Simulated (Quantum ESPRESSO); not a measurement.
SnTe: zone-centre phonons under several settings

```
Te Sn
1.0
     0.00000    3.15085    3.15085
     3.15085    0.00000    3.15085
     3.15085    3.15085    0.00000
Te Sn
1 1
Cartesian
  3.1509 3.1509 3.1509
  0.0000 0.0000 0.0000
```

All runs used Quantum ESPRESSO 7.5; k mesh 7 × 7 × 7; no spin polarisation; occupations smeared at first, fixed for the response.

```tsv
level	potentials	geometry	cutoff (eV)	volume (Å³/atom)	pressure (GPa)	lowest optical mode without the field (cm⁻¹)	highest mode with the field (cm⁻¹)
PBE	JTH 2.0 PBE	relaxed cell	490	?	0.0	?	?
RPBE	PseudoDojo 0.4.1 SR PBE standard	relaxed cell	1088	34.01	0.0	46i	101
LDA	PseudoDojo 0.4.1 SR LDA standard	given cell, atoms relaxed	1088	31.28	-1.6	26i	109
```

Task: What stands in the row left open?

Result: Volume 32.54 Å³/atom; lowest optical mode without the field 31i cm⁻¹; highest mode with the field 107 cm⁻¹.

Values marked i are imaginary: the cell is unstable against those modes at that level, or the meshes are too thin.

Caveats: some modes are imaginary; the cutoff is low for these files, which shifts pressure and relaxed volume (some runs); the potentials were made for another functional, which shifts forces and pressure (some runs); this smearing can shift energies of a crystal with a gap (some runs).

For the row left open. Caveat: some modes are imaginary; the cutoff is low for these files, which shifts pressure and relaxed volume.

The runs don't all hold the same shells in valence.
